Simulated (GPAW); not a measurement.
Runs of GPAW 26.7.0 on Pb. The structure is cubic, space group Im-3m (No. 229). Conventional cell: a = 3.959 Å, b = 3.959 Å, c = 3.959 Å, α = 90.00°, β = 90.00°, γ = 90.00°. Around Pb (site symmetry m-3m) lie 8 Pb at 3.43 Å. This isn't the form of Pb at room conditions, which is fcc.

| task | level | potentials or basis | smearing | older calculator (legacy_gpaw) | gap on the mesh (eV) | pressure (GPa) |
| --- | --- | --- | --- | --- | --- | --- |
| atomic charges | LDA | the program's PAW data sets (release 1.2.1) made for this functional, pw | fermi-dirac 0.05 eV | yes | none | -3.7 |
| single point | LDA | the program's PAW data sets (release 1.2.1) made for this functional, pw | gaussian 0.1 eV | - | none | -3.7 |
| single point | PBEsol | PAW data sets generated in the run's folder for this functional, pw | gaussian 0.02 eV | - | none | (a) |
| single point | r2SCAN | GPAW PAW data sets (gpaw-data 1.2.1), pw | fermi-dirac 0.05 eV | - | none | -0.6 |

Alike in all rows: no spin polarisation; cell as given; k mesh 9 × 9 × 9; cutoff (eV) 600.

Estimate the missing entries.

(a) -2.3.

Caveats: the PAW data sets were made with another functional, which shifts forces and pressure a little (some runs).

A k mesh can miss the band edges, and the runs leave out spin-orbit coupling on Pb.

A gap of «none» marks a metal or a gap under the smearing width.

Not every run made on this cell is shown here.
